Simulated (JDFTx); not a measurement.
Crystal: Zn.

```xyz
2
Lattice="2.6700 0.0000 0.0000 -1.3350 2.3123 0.0000 0.0000 0.0000 4.9660" Properties=species:S:1:pos:R:3 pbc="T T T"
Zn    1.3350    0.7708    3.7245
Zn    0.0000    1.5415    1.2415
```

- Program: JDFTx 1.7.0 (patched build)
- Task: relaxation of cell and atoms
- Functional: PBE
- Potentials or basis: PseudoDojo-SR-PBE-0.5-stringent with smoothed tails
- Cutoff: 1143 eV
- Density cutoff: 9143 eV
- k mesh: 6 × 6 × 3
- Occupations: fermi-dirac, width 0.05 eV
- Spin: no spin polarisation

At the start: pressure -0.7 GPa; volume 15.33 Å³/atom.

**Question.** How do energy, volume and symmetry change on relaxing?

**Answer.** Over 6 steps the energy falls by 8.6 meV/atom and the volume is 15.27 Å³/atom (-0.4 %); space group P6_3/mmc (No. 194, to 0.05 Å).

The path:
```csv
step,energy change (eV),largest force (eV/Å),pressure (GPa),volume (Å³)
1,0.0000,0.0000,-0.72,30.66
2,-0.0075,0.0000,-0.45,30.57
3,-0.0169,0.0000,0.58,30.32
4,-0.0173,0.0000,-0.16,30.60
5,-0.0173,0.0000,0.03,30.54
6,-0.0173,0.0000,0.01,30.55
```

Final structure:
```xyz
2
Lattice="2.6313 0.0000 0.0000 -1.3156 2.2788 0.0000 0.0000 0.0000 5.0950" Properties=species:S:1:pos:R:3 pbc="T T T"
Zn    1.3156    0.7596    3.8212
Zn    0.0000    1.5192    1.2737
```

Caveat: the k mesh is coarse (spacing up to 0.45 Å⁻¹), so the values aren't converged.
